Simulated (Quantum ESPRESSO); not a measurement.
V:

```xyz
1
Lattice="0.0000 1.8950 1.8950 1.8950 0.0000 1.8950 1.8950 1.8950 0.0000" Properties=species:S:1:pos:R:3 pbc="T T T"
V     0.0000    0.0000    0.0000
```

This isn't the form of V at room conditions, which is bcc.

| Property | Result |
| --- | --- |
| Program | Quantum ESPRESSO 7.5 |
| Task | single point |
| Functional | PBE |
| Potentials or basis | SSSP 1.3 efficiency PBE |
| Cutoff | 748 eV |
| Density cutoff | 5987 eV |
| k mesh | 12 × 12 × 12 |
| Occupations | fermi-dirac, width 0.05 eV |
| Spin | collinear spin, ferromagnetic start |
| Starting moments | [2.0] μB |

On this cell: pressure 3.6 GPa; net moment 0.00 μB per cell; band gap on the k mesh none (metal or under the smearing width).

The same run follows on a disturbed copy (cell strained at random at fixed volume):

```
V
1.0
    -0.04747    1.88866    1.88323
     1.86445   -0.04351    1.87927
     1.85524    1.87549   -0.03430
V
1
Direct
  0.98639 0.98489 0.01687
```

Task: What changes?

Result: The energy (extrapolated to zero smearing) moves by +1.8 meV/atom; pressure 3.5 GPa; net moment 0.00 μB per cell; band gap on the k mesh none (metal or under the smearing width).

Stress tensor (GPa, compression positive):
```
1.99 0.49 0.51
0.49 4.75 0.43
0.51 0.43 3.90
```
